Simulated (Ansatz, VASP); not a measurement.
**Pb in VASP and in Ansatz**

Contents of INCAR:

```
PREC     = Accurate       # precision mode
ENCUT    = 520            # plane-wave cutoff, eV
EDIFF    = 1E-6           # SCF threshold, eV
ISMEAR   = 0              # smearing method
SIGMA    = 0.15           # smearing width, eV
LREAL    = False          # projectors in reciprocal space
LASPH    = True           # aspherical terms in the spheres
NELM     = 100            # most SCF steps
ALGO     = Normal         # electronic algorithm
ISIF     = 2              # what is computed and relaxed
LWAVE    = False          # write WAVECAR
LCHARG   = True           # write CHGCAR
LELF     = True           # ELF
LVHAR    = True         
NBANDS   = 13             # bands
```

Contents of KPOINTS:

```
Automatic mesh
0
Gamma
  9 9 9
```

File POSCAR:

```
Pb
1.0
    0.0000000000      2.5235621278      2.5235621278
    2.5235621278      0.0000000000      2.5235621278
    2.5235621278      2.5235621278      0.0000000000
Pb
1
Direct
    0.0000000000      0.0000000000      0.0000000000
```

Contents of input.yaml:

```yaml
crystal:
  lattice:
    - [0.0, 2.5235621278, 2.5235621278]
    - [2.5235621278, 0.0, 2.5235621278]
    - [2.5235621278, 2.5235621278, 0.0]
  atoms:
    - { symbol: Pb, position: [0.0, 0.0, 0.0] }
kpoints:
  mp_grid: { grid: [9, 9, 9] }
scf:
  occupations: { method: gaussian, width: 0.15 }
hamiltonian:
  xc: lda
  pseudopotentials: { kind: all_electron, lapw: { basis_error: 0.001 } }
output:
  forces: true
  stress: true
  eigenvalues: true
```

Change from the starting cell: volume scaled by 1.06.

Alike in both runs: task single point; functional LDA; k mesh 9 × 9 × 9; occupations gaussian, width 0.15 eV; no spin polarisation.

|  | VASP | Ansatz |
| --- | --- | --- |
| version | VASP 6.6.1 | Ansatz 0.2.0 |
| potentials or method | VASP PAW LDA potentials, release 64 (Pb_d) | all-electron LAPW, scalar-relativistic |
| plane-wave cutoff (eV) | 520 | see its input |

Ansatz gave:

| Property | Result |
| --- | --- |
| gap on the k mesh at the Fermi level (eV) | none |
| pressure (GPa) | -4.3 |

**Question.** What did VASP give for the same quantities?

**Answer.** gap on the k mesh at the Fermi level (eV): none; pressure (GPa): -4.2.

A gap of «none» marks a metal or a gap that the smearing closes. Ansatz ran all-electron here, so the differences hold the error of VASP's frozen core and of both bases.

The runs have no spin-orbit coupling, so splittings on Pb are missing.
